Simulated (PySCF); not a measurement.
Al: density of states with PBE

Crystal: Al.

```
Al
1.0
     0.00000    2.02481    2.02481
     2.02481    0.00000    2.02481
     2.02481    2.02481    0.00000
Al
1
Direct
  0.00000 0.00000 0.00000
```

* Program: PySCF 2.14.0
* Task: density of states
* Functional: PBE
* Potentials or basis: DZVP-MOLOPT-SR/GTH-PBE (potentials made for PBE)
* k mesh: 12 × 12 × 12
* Occupations: fermi-dirac, width 0.05 eV
* Spin: no spin polarisation
* Symmetry: yes
* Density cutoff: 50 Ha
* Exponents discarded below (exp_to_discard): 0.02 1/bohr^2
* Potentials: Al GTH-PBE-q3
* Gaussian width of the DOS: 0.15 eV
* conv_tol: 1e-07 Ha
* max_cycle: 60
* Coulomb method: multigrid

The band gap on the k mesh is none (metal or under the smearing width).

Levels at points of the mesh, in eV from the Fermi level:
```
           k point  band 1  band 2  band 3  band 4  band 5
(0.00, 0.00, 0.00)  -10.96   13.03   13.03   13.03   14.72
(0.50, 0.50, 0.00)   -2.79   -1.49    5.62    5.80    5.80
(0.50, 0.50, 0.50)   -4.48   -4.27   11.81   11.81   12.05
```

States per cell in windows of 1 eV (zero at the Fermi level; states under -8 eV left out):
```
from (eV)  total
     -8.0   0.23
     -7.0   0.26
     -6.0   0.26
     -5.0   0.35
     -4.0   0.33
     -3.0   0.39
     -2.0   0.32
     -1.0   0.47
      0.0   0.33
      1.0   0.49
      2.0   0.43
      3.0   0.45
      4.0   0.53
      5.0   0.52
      6.0   0.50
      7.0   0.47
```

It took 2.2 min on 2 threads of Arm Neoverse V1 (shared host), peak memory 2.5 GiB.

Caveat: the basis of atomic orbitals isn't converged, which shifts pressures, moduli and gaps.
